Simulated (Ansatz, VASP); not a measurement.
## Cross-check of Sb between VASP and Ansatz

Wanted: the spread between two codes on one cell, functional and k mesh. The cell is taken from a series of runs on this material, whose earlier steps may have relaxed, scaled, displaced or heated it; both programs get it as it stands.

Method: plane waves, with VASP 6.6.1 beside it; single point at PBE, spin-orbit coupling, in Ansatz 0.2.0.

### Step 1. Set-up

The cell holds 2 atoms: 2 Sb. Cell: a = 4.066 Å, b = 4.113 Å, c = 26.500 Å, α = 90.0°, β = 90.0°, γ = 119.6°. Vacuum lies along c.

### Step 2. Ansatz: single point, PBE, spin-orbit coupling, pair 1

Ansatz runs on its PAW fully relativistic soft_1 files.

A single point gives forces, pressure and levels at one fixed geometry, so differences don't come from the geometry; what else differs is listed under the comparison.

File input.yaml:

```yaml
crystal:
  lattice:
    - [4.066460706, 0.0, 0.0]
    - [-2.033230353, 3.5752875887, 0.0]
    - [0.0, 0.0, 26.5]
  atoms:
    - { symbol: Sb, position: [0.3339756816, 0.6679513631, 0.4690339055] }
    - { symbol: Sb, position: [0.6660243184, 0.3320486369, 0.5309660945] }
  periodic: [true, true, false]
kpoints:
  mp_grid: { grid: [6, 6, 1] }
  band_path:
    path:
      - [0.0, 0.0, 0.0]
      - [0.5, 0.0, 0.0]
      - [0.3333333333, 0.3333333333, 0.0]
      - [0.3, 0.0, 0.0]
    npoints: 1
hamiltonian:
  xc: pbe
  pseudopotentials: { kind: paw_fr, azcp: { folder: soft_1 } }
scf:
  occupations: { method: fermi_dirac, width: 0.02 }
  n_extra_bands: 8
magnetization:
  noncollinear: true
  spin_orbit: true
output:
  eigenvalues: true
```

Run with:

```bash
> ansatz run input.yaml --threads 4 --pin off --max-ram 17510MiB --backend cpu --events-out ev --progress --plain --runs-dir out
```

Numbers of over 12 decimals in the logs are rounded to 6 here.

The log of the run:

```text
scf.n_extra_bands = 8 over 30 filled bands (N_el = 30.0): the run solves 38 bands
Engine: ansatz 0.2.0, aarch64-unknown-linux-gnu
Pseudopotentials: kind: paw_fr
Pseudopotential: Sb, paw, valence charge 15, recommended cutoff 420 eV (normal), soft_1/Sb.paw.azcp
Functional definition: PBE
  parameter kappa = 0.804
  parameter beta = 0.066725
  exchange = pbe_x(kappa = kappa, mu = beta*pi^2/3)
  correlation = pbe_c(beta = beta)
non-collinear run that drives no moment, with spin-orbit: no starting moment large enough to seed its density (crystal.atoms[].spin), no starting occupations that ask for one, no magnetisation constraint and no magnetic field, so the semilocal B_xc is pinned to zero
Crystal: 2 atoms, lattice volume = 385.277 Å³
Basis set: ecut = 420 eV, 7501 PW (Γ)
Bands: 38, of which v1, the nominal top of the filled ones, is band 30 counted from 1 (29 counted from 0)
Symmetry: 4 space group operations + 4 with time reversal
Magnetic group: BNS 12.59 (UNI 66), of the structure as read, at distance tolerance 7.3e-5 Å
k-points: 13 of 36
Projection manifold: j_resolved (fully-relativistic pseudo-atomic orbitals)
Non-local potential: Sb, projectors of the file, resolved by j, l = 0: 2, l = 1: 4, l = 2: 4, l = 3: 2
PAW form: soft (Blöchl's): semilocal exchange-correlation on the pseudo side does not see the compensation charge
PAW one-centre angular grid: Sb, 590 points (default); XC on 96 Gauss nodes
Initial density: superposition of atomic densities (neutral atoms: chi_scale 0, normalization atom)
Initial wavefunctions: pseudopotential atomic-orbital guess
Functional: x = pbe(κ = 0.804, μ = 0.219515), c = pbe(β = 0.066725)
iter 1 solved again at ethr=8.15e-4 eV; its pass at ethr=3.10e-3 eV (dr2=2.44e-1 eV) is discarded
SCF iter   1: F=—  HF=-12973.827166 eV  |F-HF|=—  |Δ(HF+E_count)|=         —  Δρ=7.74e-3  dr2=2.47e-1  dr2_m=0.00e0 (ungated)  ethr=8.15e-4  |M|=0.00e0 ∫|m|=0.00e0 μB  |m|>n=0.0e0 m-floor=0.0e0 τ_xc=0.0e0  β_m=0.30  ⟨swp⟩=2.0  Hψ=2159  notcnv=0
preconditioner: auto → Resta (q_TF=auto, 1.783 Å⁻¹)  ε∞=1.6  [insulator: Δε(μ)=1.034 eV  Ē_g=8.012 eV  σ=0.020 eV  W_gap=1.00  n_scr=24 (ndim 8)  ℏωp=6.0 eV  f_vac=0.763  D(μ)=0.00/eV (n_scr^D=0)  ε∞_Penn≈1.6  vacuum switching on, ρ_ref=4.7e-3 e/Å³]
spin=Noncollinear: Resta preconditioning applied to the charge; magnetization (m_x, m_y, m_z) channels mix plain (no charge-response kernel on spin).
SCF iter   2: F=—  HF=-12973.806474 eV  |F-HF|=—  |Δ(HF+E_count)|=   2.07e-2  Δρ=5.52e-3  dr2=1.17e-1  dr2_m=0.00e0 (ungated)  ethr=8.15e-4  |M|=0.00e0 ∫|m|=0.00e0 μB  |m|>n=0.0e0 m-floor=0.0e0 τ_xc=0.0e0  β_m=0.64  ⟨swp⟩=2.5  Hψ=343  notcnv=0
SCF iter   3: F=—  HF=-12973.794421 eV  |F-HF|=—  |Δ(HF+E_count)|=   1.21e-2  Δρ=5.29e-4  dr2=4.59e-4  dr2_m=0.00e0 (ungated)  ethr=3.90e-4  |M|=0.00e0 ∫|m|=0.00e0 μB  |m|>n=0.0e0 m-floor=0.0e0 τ_xc=0.0e0  β_m=0.70  ⟨swp⟩=4.9  Hψ=493  notcnv=0  defer=8
SCF iter   4: F=—  HF=-12973.794741 eV  |F-HF|=—  |Δ(HF+E_count)|=   3.20e-4  Δρ=1.82e-4  dr2=5.84e-5  dr2_m=0.00e0 (ungated)  ethr=1.53e-6  |M|=0.00e0 ∫|m|=0.00e0 μB  |m|>n=0.0e0 m-floor=0.0e0 τ_xc=0.0e0  β_m=0.84  ⟨swp⟩=3.5  Hψ=597  notcnv=0  defer=8
SCF iter   5: F=—  HF=-12973.794785 eV  |F-HF|=—  |Δ(HF+E_count)|=   4.40e-5  Δρ=2.80e-5  dr2=2.76e-6  dr2_m=0.00e0 (ungated)  ethr=1.95e-7  |M|=0.00e0 ∫|m|=0.00e0 μB  |m|>n=0.0e0 m-floor=0.0e0 τ_xc=0.0e0  β_m=0.82  ⟨swp⟩=3.5  Hψ=491  notcnv=0  defer=8
SCF iter   6: F=—  HF=-12973.794785 eV  |F-HF|=—  |Δ(HF+E_count)|=   4.18e-7  Δρ=5.13e-6  dr2=1.44e-7  dr2_m=0.00e0 (ungated)  ethr=9.21e-9  |M|=0.00e0 ∫|m|=0.00e0 μB  |m|>n=0.0e0 m-floor=0.0e0 τ_xc=0.0e0  β_m=0.82  ⟨swp⟩=2.8  Hψ=458  notcnv=0  defer=8
SCF iter   7: F=-12973.794785 eV  HF=-12973.794785 eV  |F-HF|=7.11e-9  |Δ(HF+E_count)|=   5.71e-8  Δρ=1.65e-6  dr2=1.27e-8  dr2_m=0.00e0 (ungated)  ethr=3.33e-10  |M|=0.00e0 ∫|m|=0.00e0 μB  |m|>n=0.0e0 m-floor=0.0e0 τ_xc=0.0e0  ⟨swp⟩=12.9  Hψ=1027  notcnv=0
SCF 1 converged in 7 iterations: F = -12973.794785 eV  dr2 = 1.27e-8
  greatest PAW one-centre occupation: 0.995 electrons in one spin orbital (limit 2), on the Sb atom at site 1 (counted from 0), in its partial waves of l = 2
NSCF: frozen V_eff on 4 k-points
SCF converged after 7 iterations
Magnetization: |M| = 0.0000 μB,  M = (+0.0000, +0.0000, +0.0000) μB
Absolute magnetization: 0.0000 μB (∫|m|)
  site 0: m = (+0.0000, +0.0000, +0.0000) μB, |m| = 0.0000 μB  (R = 1.19 Å)
  site 1: m = (+0.0000, +0.0000, +0.0000) μB, |m| = 0.0000 μB  (R = 1.19 Å)
Free energy (F): -12973.794785 eV
Harris-Foulkes:  -12973.794785 eV  (|F-HF|=7.11e-9)
Internal energy: -12973.794785 eV  (E = F + TS)
E sigma→0 (E₀):  -12973.794785 eV
Fermi energy:    -4.028423 eV
--- Per-component energies (eV) ---
  E_band       = -756.365802
  E_kinetic    = 324.259896
  E_local      = -34225.536560  (includes V_loc(G=0)·N_el)
  E_nonlocal   = 780.810434
  E_hartree    = 16629.691883
  E_xc         = -196.516697
  E_vxc        = -179.786613  (∫ρ·V_xc dr)
  E_paw        = -9093.295293  (= ΣΔE_a)
  E_vpaw       = -715.499130  (= ΣTr[D̂ρ^β])
  E_aug_tail   = 0.000277  (compensation charges beyond the density's cutoff)
  E_ewald      = 12806.791275
  E_smearing   = -0.000000  (= −TS)
  E_closure    = -0.000000  (closes the sum)
  Σ components = -12973.794785   (vs F -12973.794785, Δ=0.00e0)
--- Band table (eV; the first three rows and the last of 13) ---
  k-point 0: bands = [... 26 lower, -4.8759, -4.8759, -4.4838, -4.4838, -3.2102, -3.2102, -2.1867, -2.1867, ... 4 higher]
  k-point 1: bands = [... 26 lower, -5.5033, -5.5033, -5.0863, -5.0863, -2.9728, -2.9728, -1.5813 (-1.5813°), -1.5813 (-1.5813°), ... 4 higher]
  k-point 2: bands = [... 26 lower, -6.0864, -6.0864, -5.5786, -5.5786, -3.4534, -3.4534, -1.7211, -1.7211, ... 4 higher]
  k-point 12: bands = [... 26 lower, -7.1422, -7.1422, -5.9768, -5.9768, -2.7497, -2.7497, -2.0519, -2.0519, ... 4 higher]
  ° read free of the cell's end (the report's vacuum.weakly_bound_levels)
```

### Step 3. VASP: single point, PBE, spin-orbit coupling, pair 1

The same cell, functional, mesh and smearing now go to VASP, with its own data sets.

Lines of VASP's logs that name or quote its potential files are left out, and so is its time.

File INCAR:

```
SYSTEM = Sb
PREC = Accurate
ENCUT = 400
EDIFF = 1E-06
NELM = 200
ISMEAR = -1
SIGMA = 0.02
LREAL = .FALSE.
ALGO = Normal
GGA = PE
LNONCOLLINEAR = .TRUE.
MAGMOM = 0 0 0 0 0 0
NBANDS = 22
GGA_COMPAT = .FALSE.
LASPH = .TRUE.
LSORBIT = .TRUE.
LORBIT = 11
LWAVE = .FALSE.
LCHARG = .FALSE.
ISIF = 2
LDIPOL = .TRUE.
IDIPOL = 3
DIPOL = 0.5 0.5 0.5
LVHAR = .TRUE.
EFERMI = MIDGAP
NELMDL = -8
KPAR = 2
```

File POSCAR:

```
Sb
1.0
    4.0664607060      0.0000000000      0.0000000000
   -2.0332303530      3.5752875887      0.0000000000
    0.0000000000      0.0000000000     26.5000000000
Sb
2
Direct
    0.3339756814      0.6679513630      0.4690339055
    0.6660243184      0.3320486368      0.5309660945
```

File KPOINTS:

```
Automatic mesh
0
Gamma
6 6 1
0 0 0
```

PAW data sets: Sb (PBE family, release 64).

Run with:

```bash
> mpirun -np 2 vasp_ncl
```

The log of the run:

```text
[banner, memory and clock lines left out]
running    2 mpi-ranks, on    1 nodes
 distrk:  each k-point on    1 cores,    2 groups
 distr:  one band on    1 cores,    1 groups

 POSCAR found type information on POSCAR Sb
 POSCAR found :  1 types and       2 ions
 LDA part: xc-table for (Slater+PW92), standard interpolation
 POSCAR, INCAR and KPOINTS ok, starting setup
 FFT: planning ... GRIDC
 FFT: planning ... GRID_SOFT
 FFT: planning ... GRID
 WAVECAR not read
 entering main loop
       N       E                     dE             d eps       ncg     rms          rms(c)
DAV:   1     0.529016746109E+02    0.52902E+02   -0.20409E+03   572   0.448E+02
DAV:   2    -0.182925619974E+01   -0.54731E+02   -0.50005E+02   872   0.933E+01
DAV:   3    -0.808850434804E+01   -0.62592E+01   -0.62225E+01   806   0.358E+01
DAV:   4    -0.825489450006E+01   -0.16639E+00   -0.16629E+00   768   0.729E+00
DAV:   5    -0.826078486141E+01   -0.58904E-02   -0.58903E-02   828   0.153E+00
DAV:   6    -0.826084762171E+01   -0.62760E-04   -0.62760E-04   822   0.136E-01
DAV:   7    -0.826085043973E+01   -0.28180E-05   -0.28180E-05   830   0.250E-02
DAV:   8    -0.826085053192E+01   -0.92184E-07   -0.92139E-07   694   0.322E-03    0.349E+00
DAV:   9    -0.823147925797E+01    0.29371E-01   -0.13481E-02   668   0.615E-01    0.215E+00
DAV:  10    -0.821767328413E+01    0.13806E-01   -0.88642E-03   674   0.512E-01    0.127E+00
DAV:  11    -0.821218824170E+01    0.54850E-02   -0.96622E-03   690   0.537E-01    0.826E-02
DAV:  12    -0.821204772217E+01    0.14052E-03   -0.10186E-03   674   0.168E-01    0.281E-02
DAV:  13    -0.821190903267E+01    0.13869E-03   -0.15451E-04   782   0.669E-02    0.163E-02
DAV:  14    -0.821189074816E+01    0.18285E-04   -0.29531E-05   690   0.239E-02    0.107E-02
DAV:  15    -0.821191707544E+01   -0.26327E-04   -0.29643E-05   662   0.203E-02    0.708E-03
DAV:  16    -0.821199335262E+01   -0.76277E-04   -0.18993E-05   682   0.166E-02    0.421E-03
DAV:  17    -0.821207691592E+01   -0.83563E-04   -0.10194E-05   676   0.132E-02    0.235E-03
DAV:  18    -0.821210854246E+01   -0.31627E-04   -0.94780E-07   658   0.403E-03    0.137E-03
DAV:  19    -0.821213070197E+01   -0.22160E-04   -0.77695E-07   590   0.310E-03    0.968E-04
DAV:  20    -0.821214722331E+01   -0.16521E-04   -0.37492E-07   632   0.177E-03    0.493E-04
DAV:  21    -0.821215882576E+01   -0.11602E-04   -0.61493E-07   580   0.206E-03    0.204E-04
DAV:  22    -0.821216341035E+01   -0.45846E-05   -0.77505E-08   548   0.839E-04    0.139E-04
DAV:  23    -0.821216565234E+01   -0.22420E-05   -0.50843E-08   540   0.578E-04    0.607E-05
DAV:  24    -0.821216662481E+01   -0.97247E-06   -0.27280E-08   542   0.408E-04
   1 F= -.82121666E+01 E0= -.82121666E+01  d E =-.698850E-11  mag=    -0.0000    -0.0000     0.0000
```

Parts of OUTCAR (step 3):

```text
ion  position               nearest neighbor table
   1  0.334  0.668  0.469-   2 2.88   2 2.88   2 2.89
   2  0.666  0.332  0.531-   1 2.88   1 2.88   1 2.89

  LATTYP: Found a base centered orthorhombic cell.
 ALAT       =     4.0664607060
 B/A-ratio  =     1.7584272158
 C/A-ratio  =     6.5167234890

 Subroutine GETGRP returns: Found  4 space group operations
 (whereof  4 operations were pure point group operations)

The static configuration has the point symmetry C_2h.

 Found     13 irreducible k-points:

   k-points           NKPTS =     13   k-points in BZ     NKDIM =     13   number of bands    NBANDS=     22

   dimension x,y,z NGX =    28 NGY =   28 NGZ =  180
   dimension x,y,z NGXF=    56 NGYF=   56 NGZF=  360

   ENCUT  =  400.0 eV  29.40 Ry    5.42 a.u.   6.63  6.71 43.21*2*pi/ulx,y,z

   NELECT =      10.0000    total number of electrons

 k-points in reciprocal lattice and weights: Automatic mesh
   0.00000000  0.00000000  0.00000000       0.028
   0.16666667 -0.00000000  0.00000000       0.111
   0.33333333 -0.00000000  0.00000000       0.111
   0.50000000 -0.00000000  0.00000000       0.056
   0.00000000  0.16666667  0.00000000       0.056
   0.16666667  0.16666667  0.00000000       0.111
   0.33333333  0.16666667  0.00000000       0.111
   0.50000000  0.16666667  0.00000000       0.111
  -0.33333333  0.16666667  0.00000000       0.056
   0.00000000  0.33333333  0.00000000       0.056
   0.16666667  0.33333333  0.00000000       0.111
   0.33333333  0.33333333  0.00000000       0.056
   0.00000000  0.50000000  0.00000000       0.028

 dipolmoment           0.000000      0.000000      0.000000 electrons x Angstroem

 average (electrostatic) potential at core
       1 -95.2600       2 -95.2600

 E-fermi :  -2.2631

 k-point     1 :       0.0000    0.0000    0.0000
  band No.  band energies     occupation
    ...
      6      -3.8333      1.00000
      7      -3.1136      1.00000
      8      -3.1136      1.00000
      9      -2.7372      1.00000
     10      -2.7372      1.00000
     11      -1.4840      0.00000
     12      -1.4840      0.00000
     13      -0.4123      0.00000
     14      -0.4123      0.00000
     15       0.0398      0.00000
    ...

 k-point     2 :       0.1667   -0.0000    0.0000
  band No.  band energies     occupation
    ...
      6      -4.8669      1.00000
      7      -3.7619      1.00000
      8      -3.7619      1.00000
      9      -3.3707      1.00000
     10      -3.3707      1.00000
     11      -1.2958      0.00000
     12      -1.2958      0.00000
     13       0.1771      0.00000
     14       0.1771      0.00000
     15       0.4362      0.00000
    ...

 k-point     3 :       0.3333   -0.0000    0.0000
  band No.  band energies     occupation
    ...
      6      -6.0836      1.00000
      7      -4.4299      1.00000
      8      -4.4299      1.00000
      9      -3.7870      1.00000
     10      -3.7870      1.00000
     11      -1.7890      0.00000
     12      -1.7890      0.00000
     13       0.0329      0.00000
     14       0.0329      0.00000
     15       0.5647      0.00000
    ...

  Total        0.5621883      0.1981328      0.1516658      0.0000000     -0.0081612      0.0000000
  in kB        2.3378623      0.8239361      0.6307030      0.0000000     -0.0339386      0.0000000
  external PRESSURE =       1.2641671 kB  Pullay stress =       0.0000000 kB

  energy-cutoff  :      400.00
  volume of cell :      385.28
      direct lattice vectors                 reciprocal lattice vectors
     4.066460706  0.000000000  0.000000000     0.245914094  0.139848890  0.000000000
    -2.033230353  3.575287589  0.000000000     0.000000000  0.279697780  0.000000000
     0.000000000  0.000000000 26.500000000     0.000000000  0.000000000  0.037735849

 POSITION                                       TOTAL-FORCE (eV/Angst)
 -----------------------------------------------------------------------------------
     -0.00000      2.38812     12.42940        -0.000000      0.004955     -0.094910
      2.03323      1.18717     14.07060         0.000000     -0.004955      0.094910
 -----------------------------------------------------------------------------------
    total drift:                                0.000000      0.000000      0.000000

  FREE ENERGIE OF THE ION-ELECTRON SYSTEM (eV)
  ---------------------------------------------------
  free  energy   TOTEN  =        -8.2121666248 eV

  energy  without entropy=       -8.2121666248  energy(sigma->0) =       -8.21216662

 vacuum level on the upper side and lower side of the slab         1.788         1.788

 Spin-Orbit-Coupling matrix elements
 Ion:    1  E_soc:     -0.1303140
 Ion:    2  E_soc:     -0.1303140

 total charge
# of ion       s       p       d       tot
------------------------------------------
    1        1.210   1.171   0.027   2.408
    2        1.210   1.171   0.027   2.408
--------------------------------------------------
tot          2.420   2.342   0.053   4.815

 magnetization (x)
# of ion       s       p       d       tot
------------------------------------------
    1        0.000   0.000   0.000   0.000
    2        0.000   0.000   0.000   0.000
--------------------------------------------------
tot          0.000   0.000   0.000   0.000

 magnetization (y)
# of ion       s       p       d       tot
------------------------------------------
    1        0.000   0.000   0.000   0.000
    2        0.000   0.000   0.000   0.000
--------------------------------------------------
tot          0.000   0.000   0.000   0.000

 magnetization (z)
# of ion       s       p       d       tot
------------------------------------------
    1        0.000   0.000   0.000   0.000
    2        0.000   0.000   0.000   0.000
--------------------------------------------------
tot          0.000   0.000   0.000   0.000

[... 3 further parts left out ...]
```

### Step 4. Differences

Known differences besides the potentials themselves: spin-orbit coupling enters by fully relativistic files in Ansatz and inside the spheres in VASP; Ansatz cuts the interaction across the vacuum, VASP repeats the sheet with a dipole correction; the data sets hold 30 valence electrons in Ansatz (on its PAW fully relativistic soft_1 files) and 10 in VASP; the cutoff is 420 eV in Ansatz and 400 eV in VASP. Total energies have different zeros and are not compared.

Compared:

```
              quantity  Ansatz   VASP  difference
gap on the k mesh (eV)   0.939  0.948      -0.010
```

A gap on the mesh is an upper bound, since the band edges may lie between its points. With vacuum in the cell, a pressure given here is an average over mostly empty space and none of the material.

(Continued in part 2 of 2.)

[Lines on the potential files, build, host, timing and source positions are cut from VASP's logs without a mark.]

[Logs are printed without paths, hosts, clocks, repeated set-up lines and the standing remarks that a program may print on its own settings, such as how far it seeks lower states.]

[Hosts, paths, dates, database ids (printed as entryN), source tags and the programs' standing remarks are cut or masked in the printed files.]
